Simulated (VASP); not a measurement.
# ZnS (Wurtzite-2H) (P6_3mc) in VASP: a series of runs

Runs on ZnS (Wurtzite-2H). Level: RPBE. Tasks: single point.

All numbers are computed with VASP 6.6.1; they aren't measurements. Logs are shortened: lines on timing, memory, paths and dates and some standing lists are left out, and cuts for length are marked.

**The experiment to reproduce.**

A printed reference work, monograph reports, for a bulk crystal of ZnS at 4 K: band gap 3.911 eV (direct).

The results are compared with them further down.

### Step 1. The cell of the first run

Symmetry: P6_3mc, No. 186, hexagonal system. The conventional cell has a = 3.836 Å, b = 3.836 Å, c = 6.275 Å, α = 90.00°, β = 90.00°, γ = 120.00°. Within 3.1 Å of Zn (site symmetry 3m) lie 4 S at 2.33 to 2.42 Å. S (site symmetry 3m) has 4 Zn at 2.33 to 2.42 Å within 3.1 Å.

### Step 2. Single point, RPBE

INCAR

```
SYSTEM = ZnS
  PREC = Accurate
  ENCUT = 520
  EDIFF = 1E-6
  ISMEAR = 0
  SIGMA = 0.01
  LREAL = .FALSE.
  LASPH = .TRUE.
  NELM = 60
  ALGO = Normal
  ISIF = 2
  LWAVE = .FALSE.
  LCHARG = .TRUE.
  GGA = RP
  LELF = .TRUE.
  LVHAR = .TRUE.
  NBANDS = 26
```

KPOINTS

```
Automatic mesh
0
G
  6 6 3
  0 0 0
```

POSCAR

```
ZnS
1.0
    3.8362391461      0.0000000000      0.0000000000
   -1.9181195731      3.3222807430      0.0000000000
    0.0000000000      0.0000000000      6.2752859714
Zn S
2 2
Direct
    0.3333333333      0.6666666667      0.0000000000
    0.6666666667      0.3333333333      0.5000000000
    0.3333333333      0.6666666667      0.3850000000
    0.6666666667      0.3333333333      0.8850000000
```

Potentials or basis: VASP PAW PBE potentials, release 64 (Zn, S).

Run with:

```console
$ cat potpaw_PBE.64/Zn/POTCAR potpaw_PBE.64/S/POTCAR > POTCAR
$ mpirun -np 1 vasp_std > vasp.out
```

OUTCAR:

```text
SYSTEM = ZnS
   PREC = Accurate
   ENCUT = 520
   EDIFF = 1E-6
   ISMEAR = 0
   LREAL = .FALSE.
   LASPH = .TRUE.
   NELM = 60
   ISIF = 2
   GGA = RP

 ion  position               nearest neighbor table
   1  0.333  0.667  0.000-   4 2.33   4 2.33   4 2.33   3 2.42
   2  0.667  0.333  0.500-   3 2.33   3 2.33   3 2.33   4 2.42
   3  0.333  0.667  0.385-   2 2.33   2 2.33   2 2.33   1 2.42
   4  0.667  0.333  0.885-   1 2.33   1 2.33   1 2.33   2 2.42

  LATTYP: Found a hexagonal cell.
 ALAT       =     3.8362391461
 C/A-ratio  =     1.6357911310

  Lattice vectors:

 A1 = (   3.8362391461,   0.0000000000,   0.0000000000)
 A2 = (  -1.9181195731,   3.3222807430,   0.0000000000)
 A3 = (   0.0000000000,   0.0000000000,   6.2752859714)

Analysis of symmetry for initial positions (statically):
=====================================================================
 Subroutine PRICEL returns:
 Original cell was already a primitive cell.

 Routine SETGRP: Setting up the symmetry group for a
 hexagonal supercell.

 Subroutine GETGRP returns: Found 12 space group operations
 (whereof  6 operations were pure point group operations)
 out of a pool of 24 trial point group operations.

The static configuration has the point symmetry C_3v.
 The point group associated with its full space group is C_6v.

Analysis of symmetry for dynamics (positions and initial velocities):
=====================================================================
 Subroutine PRICEL returns:
 Original cell was already a primitive cell.

 Routine SETGRP: Setting up the symmetry group for a
 hexagonal supercell.

 Subroutine GETGRP returns: Found 12 space group operations
 (whereof  6 operations were pure point group operations)
 out of a pool of 24 trial point group operations.

The dynamic configuration has the point symmetry C_3v.
 The point group associated with its full space group is C_6v.

 Subroutine INISYM returns: Found 12 space group operations
 (whereof  6 operations are pure point group operations),
 and found     1 'primitive' translations

----------------------------------------------------------------------------------------

                                     Primitive cell

  volume of cell :      79.9789

  direct lattice vectors                    reciprocal lattice vectors
     3.836239146  0.000000000  0.000000000     0.260671966  0.150499021  0.000000000
    -1.918119573  3.322280743  0.000000000     0.000000000  0.300998042  0.000000000
     0.000000000  0.000000000  6.275285971     0.000000000  0.000000000  0.159355287

  length of vectors
     3.836239146  3.836239308  6.275285971     0.300998055  0.300998042  0.159355287

  position of ions in fractional coordinates (direct lattice)
     0.333333333  0.666666667  0.000000000
     0.666666667  0.333333333  0.500000000
     0.333333333  0.666666667  0.385000000
     0.666666667  0.333333333  0.885000000

  ion indices of the primitive-cell ions
   primitive index   ion index
                 1           1
                 2           2
                 3           3
                 4           4

----------------------------------------------------------------------------------------

 KPOINTS: Automatic mesh

Automatic generation of k-mesh.
 Grid dimensions read from file:
 generate k-points for:    6    6    3

 Generating k-lattice:

  Cartesian coordinates                     Fractional coordinates (reciprocal lattice)
     0.043445328  0.025083170  0.000000000     0.166666667 -0.000000000  0.000000000
     0.000000000  0.050166340  0.000000000     0.000000000  0.166666667  0.000000000
     0.000000000  0.000000000  0.053118429     0.000000000  0.000000000  0.333333333

  Length of vectors
     0.050166343  0.050166340  0.053118429

  Shift w.r.t. Gamma in fractional coordinates (k-lattice)
     0.000000000  0.000000000  0.000000000

 Subroutine IBZKPT returns following result:
 ===========================================

 Found     14 irreducible k-points:

 Following reciprocal coordinates:
            Coordinates               Weight
  0.000000  0.000000  0.000000      1.000000
  0.166667 -0.000000  0.000000      6.000000
  0.333333  0.000000  0.000000      6.000000
  0.500000 -0.000000  0.000000      3.000000
  0.166667  0.166667  0.000000      6.000000
  0.333333  0.166667  0.000000     12.000000
  0.333333  0.333333  0.000000      2.000000
  0.000000  0.000000  0.333333      2.000000
  0.166667 -0.000000  0.333333     12.000000
  0.333333  0.000000  0.333333     12.000000
  0.500000 -0.000000  0.333333      6.000000
  0.166667  0.166667  0.333333     12.000000
  0.333333  0.166667  0.333333     24.000000
  0.333333  0.333333  0.333333      4.000000
   k-points           NKPTS =     14   k-points in BZ     NKDIM =     14   number of bands    NBANDS=     26
   number of dos      NEDOS =    301   number of ions     NIONS =      4
   total plane-waves  NPLWV =  43200
   dimension x,y,z NGX =    30 NGY =   30 NGZ =   48
   dimension x,y,z NGXF=    60 NGYF=   60 NGZF=   96
   ions per type =               2   2
   NGX,Y,Z   is equivalent  to a cutoff of  13.00, 13.00, 12.72 a.u.
   NGXF,Y,Z  is equivalent  to a cutoff of  26.00, 26.00, 25.43 a.u.
 SYSTEM =  ZnS
   PREC   = accura    normal or accurate (medium, high low for compatibility)
   ISTART =      0    job   : 0-new  1-cont  2-samecut
   ICHARG =      2    charge: 1-file 2-atom 10-const
   ISPIN  =      1    spin polarized calculation?
   LNONCOLLINEAR =      F non collinear calculations
   LSORBIT =      F    spin-orbit coupling
   LASPH  =      T    aspherical Exc in radial PAW
   ENCUT  =  520.0 eV  38.22 Ry    6.18 a.u.   7.13  7.13 11.67*2*pi/ulx,y,z
   NELM   =     60;   NELMIN=  2; NELMDL= -5     # of ELM steps
   EDIFF  = 0.1E-05   stopping-criterion for ELM
   LREAL  =      F    real-space projection
[... 7 lines left out ...]
   TEBEG  =    0.0;   TEEND  =   0.0 temperature during run
   PSTRESS=    0.0 pullay stress
   NELECT =      36.0000    total number of electrons
   NUPDOWN=      -1.0000    fix difference up-down
   EMIN   =  10.00;   EMAX   =-10.00  energy-range for DOS
   EFERMI =   0.00;   METHOD = LEGACY
   ISMEAR =     0;   SIGMA  =   0.01  broadening in eV -4-tet -1-fermi 0-gaus
   EFERMI_NEDOS =   21; number of points for ismear=-14 and -15
   IALGO  =     38    algorithm
   IMIX   =      4    mixing-type and parameters
     AMIX     =   0.40;   BMIX     =  1.00
     AMIX_MAG =   1.60;   BMIX_MAG =  1.00
  volume/ion in A,a.u.               =      19.99       134.93
  Fermi-wavevector in a.u.,A,eV,Ry     =   1.254634  2.370915 21.417029  1.574107
  Thomas-Fermi vector in A             =   2.388430
   LORBIT       =      0    0 simple, 1 ext, 2 COOP (PROOUT), +10 PAW based schemes
   GGA     = RP    functional components
   LHFCALC =     F    Hartree Fock is set to
   AEXX    =    0.0000 exact exchange contribution
   IVDW    =     0    specifies the selected vdW correction
   LEPSILON=     F    determine dielectric tensor
   LRPA    =     F    only Hartree local field effects (RPA)
 non-spin polarized calculation
 Gauss-broadening in eV      SIGMA  =   0.01
  energy-cutoff  :      520.00
  volume of cell :       79.98
 maximum number of plane-waves:      2180
 NGX is ok and might be reduce to    30
   NGX = 15   NGY = 15   NGZ = 23

 number of electron      36.0000015 magnetization

 Free energy of the ion-electron system (eV)
  ---------------------------------------------------
  ext. energy  EPLUGINS =         0.00000000
  ---------------------------------------------------
  free energy    TOTEN  =       -12.33710296 eV

  energy without entropy =      -12.33710296  energy(sigma->0) =      -12.33710296

 E-fermi :   2.2018     XC(G=0):  -9.3330

 val. band max:        2.0972978718   @ k =   0.0000   0.0000   0.0000
 cond. band min:       4.4262630827   @ k =   0.0000   0.0000   0.0000
 fundamental gap:      2.3289652109
 Fermi energy:         2.2017833146

 k-point     1 :       0.0000    0.0000    0.0000
  band No.  band energies     occupation
      1     -10.9459      2.00000
      2     -10.0689      2.00000
      3      -4.1521      2.00000
      4      -4.1521      2.00000
      5      -4.0894      2.00000
      6      -4.0894      2.00000
[... 18 lines left out ...]
     25       9.7477      0.00000
     26      11.5007      0.00000

 k-point     2 :       0.1667   -0.0000    0.0000
  band No.  band energies     occupation
      1     -10.7688      2.00000
      2      -9.9700      2.00000
      3      -4.1596      2.00000
      4      -4.1114      2.00000
      5      -4.0756      2.00000
      6      -4.0364      2.00000
[... 18 lines left out ...]
     25      10.5105      0.00000
     26      10.5620      0.00000

 k-point     3 :       0.3333    0.0000    0.0000
  band No.  band energies     occupation
      1     -10.3458      2.00000
      2      -9.7915      2.00000
      3      -4.1336      2.00000
      4      -4.0422      2.00000
      5      -4.0186      2.00000
      6      -3.9200      2.00000
[... 18 lines left out ...]
     25      10.8243      0.00000
     26      11.7775      0.00000

 k-point     4 :       0.5000   -0.0000    0.0000
  band No.  band energies     occupation
      1     -10.0560      2.00000
      2      -9.7504      2.00000
      3      -4.1106      2.00000
      4      -4.0171      2.00000
      5      -3.8923      2.00000
      6      -3.8604      2.00000
[... 18 lines left out ...]
     25      11.2680      0.00000
     26      13.5320      0.00000
[... 206 lines left out ...]
      1     -10.3153      2.00000
      2      -9.9981      2.00000
      3      -4.1183      2.00000
      4      -4.0766      2.00000
      5      -4.0221      2.00000
      6      -4.0194      2.00000
[... 18 lines left out ...]
     25      10.2811      0.00000
     26      11.2034      0.00000

 k-point    13 :       0.3333    0.1667    0.3333
  band No.  band energies     occupation
      1      -9.9823      2.00000
      2      -9.8191      2.00000
      3      -4.0686      2.00000
      4      -4.0071      2.00000
      5      -3.9627      2.00000
      6      -3.9012      2.00000
[... 18 lines left out ...]
     25      11.2711      0.00000
     26      11.6374      0.00000

 k-point    14 :       0.3333    0.3333    0.3333
  band No.  band energies     occupation
      1      -9.8131      2.00000
      2      -9.8131      2.00000
      3      -4.0230      2.00000
      4      -3.9449      2.00000
      5      -3.9449      2.00000
      6      -3.8886      2.00000
[... 18 lines left out ...]
     25      12.0944      0.00000
     26      12.2080      0.00000

------------------------ aborting loop because EDIFF is reached ----------------------------------------

  FORCE on cell =-STRESS in cart. coord.  units (eV):
  Direction    XX          YY          ZZ          XY          YZ          ZX
  --------------------------------------------------------------------------------------
  -------------------------------------------------------------------------------------
  Total        2.0772012      2.0772015      1.1009325     -0.0000000      0.0000000      0.0000000
  in kB       41.6115246     41.6115293     22.0544263     -0.0000000      0.0000000      0.0000000
  external PRESSURE =      35.0924934 kB  Pullay stress =       0.0000000 kB

 VOLUME and BASIS-vectors are now :
 -----------------------------------------------------------------------------
  energy-cutoff  :      520.00
  volume of cell :       79.98
      direct lattice vectors                 reciprocal lattice vectors
     3.836239146  0.000000000  0.000000000     0.260671966  0.150499021  0.000000000
    -1.918119573  3.322280743  0.000000000     0.000000000  0.300998042  0.000000000
     0.000000000  0.000000000  6.275285971     0.000000000  0.000000000  0.159355287

 POSITION                                       TOTAL-FORCE (eV/Angst)
 -----------------------------------------------------------------------------------
     -0.00000      2.21485      0.00000        -0.000000      0.000000      0.306199
      1.91812      1.10743      3.13764        -0.000000      0.000000      0.306199
     -0.00000      2.21485      2.41599         0.000000     -0.000000     -0.306199
      1.91812      1.10743      5.55363        -0.000000     -0.000000     -0.306199
 -----------------------------------------------------------------------------------
    total drift:                               -0.000000     -0.000000      0.000426

  FREE ENERGIE OF THE ION-ELECTRON SYSTEM (eV)
  ---------------------------------------------------
  free  energy   TOTEN  =       -12.3371029617 eV

  energy  without entropy=      -12.3371029617  energy(sigma->0) =      -12.33710296
```

Run time: 61 s. Hardware: 1 thread of AMD EPYC 7R13 (Zen 3), shared host; peak memory 0.16 GiB.

Results:

```
Free energy            : -12.3371 eV
Pressure               : 3.5 GPa
Largest force          : 0.306 eV/Å
Band gap on the k mesh : 2.33 eV, direct
```

Forces in eV/Å, atoms in the order of the input:
```
Zn   0.000  0.000  0.306
Zn   0.000  0.000  0.306
S    0.000  0.000 -0.306
S    0.000  0.000 -0.306
```

Caveat: the PAW data sets were made with another functional, which shifts forces and pressure a little.

(Part 1 of 2 ends here.)
